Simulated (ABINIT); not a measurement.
Runs of ABINIT 10.8.3 (patched build) on PbS (Galena). It takes space group Fm-3m (No. 225, cubic). The conventional cell has a = 5.931 Å, b = 5.931 Å, c = 5.931 Å, α = 90.00°, β = 90.00°, γ = 90.00°. Around Pb (site symmetry m-3m) lie 6 S at 2.97 Å. Around S (site symmetry m-3m) lie 6 Pb at 2.97 Å. 

| potentials or basis | cutoff (eV) | fine-grid cutoff | V0 of scaled cells (Å³/atom) | B0 (GPa) |
| --- | --- | --- | --- | --- |
| JTH PAW PBE v2.0 sp | 544 | 1088.46 eV | 27.13 | 54 |
| PseudoDojo NC SR PBE v0.4.1 standard | 762 | - | 27.13 | 53 |
| JTH PAW PBE v2.0 | 599 | 1197.3 eV | (a) | 52 |
| SG15 NC PBE v1.2 | 816 | - | 27.13 | 53 |
| SPMS NC PBE v1.0 | 571 | - | 27.08 | 53 |

Alike in all rows: task equation of state; level PBE; no spin polarisation; cell as given; k mesh 8 × 8 × 8; smearing fermi-dirac 0.05 eV.

Estimate the missing entries.

(a) 27.16.

Caveats: pressures at fixed basis lie under the slope of the energies; this set keeps more shells in the core, which shifts pressures and gaps (some runs).
